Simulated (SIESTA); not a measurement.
Crystal: C.

```
C
1.0
     2.52210    0.00000    0.00000
    -1.26105    2.18420    0.00000
     0.00000    0.00000    8.23710
C
8
Cartesian
  1.2611 0.7281 6.9501
  0.0000 1.4561 2.8315
  1.2611 0.7281 5.4056
  0.0000 1.4561 1.2870
  0.0000 0.0000 7.4649
  0.0000 0.0000 3.3463
  0.0000 0.0000 4.8908
  0.0000 0.0000 0.7722
```

This is a hexagonal form of diamond, not graphite.

Base run:

| Quantity | Value |
| --- | --- |
| Program | SIESTA 5.4.2 |
| Functional | PBE |
| Potentials or basis | PseudoDojo 0.4 standard (PBE files) |
| Basis | DZP (energy shift 0.003 Ry) |
| Grid cutoff | 500 Ry |
| Energy shift | 0.003 Ry |
| k mesh | 12 × 12 × 4 |
| Occupations | fermi-dirac, width 0.05 eV |
| Spin | no spin polarisation |

Its results: band gap on the k mesh 4.56 eV, indirect (least direct gap 5.28 eV); pressure 10.8 GPa; largest force 0.331 eV/Å.

The run is repeated on the same cell with these changes: basis from DZP (energy shift 0.003 Ry) to TZP (energy shift 0.003 Ry). What comes out?

Band gap on the k mesh 4.54 eV, indirect (least direct gap 5.24 eV); pressure 6.5 GPa; largest force 0.330 eV/Å.

Caveats: the basis of atomic orbitals isn't converged, which shifts pressures, moduli and gaps.
